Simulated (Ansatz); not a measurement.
SnO2 (Cassiterite):

```
Sn O
1.0
     4.73800    0.00000    0.00000
     0.00000    4.73800    0.00000
     0.00000    0.00000    3.18650
Sn O
2 4
Direct
  0.50000 0.50000 0.50000
  0.00000 0.00000 0.00000
  0.80710 0.19290 0.50000
  0.69290 0.69290 0.00000
  0.19290 0.80710 0.50000
  0.30710 0.30710 0.00000
```

Base run:

- Program: Ansatz 0.2.0
- Functional: PBE
- Potentials or basis: Ansatz PAW
- Cutoff: 420 eV (not typed: the program's choice for these potentials)
- k mesh: 6 × 6 × 8
- Occupations: gaussian, width 0.012 eV
- Spin: no spin polarisation

Its results: band gap on the k mesh 1.28 eV, direct; pressure 11.1 GPa; largest force 0.275 eV/Å.

Question: The run is repeated on the same cell with these changes: functional from PBE to LDA; occupations from gaussian, width 0.012 eV to gaussian, width 0.1 eV. What comes out?

Answer: Band gap on the k mesh 1.13 eV, direct; pressure -0.7 GPa; largest force 0.155 eV/Å.

Caveats: spin-orbit coupling is left out, which moves the levels of the heavy elements; the PAW data sets come from PBE, with cores solved anew for the run's functional, which leaves a small shift of forces and pressure (some runs).

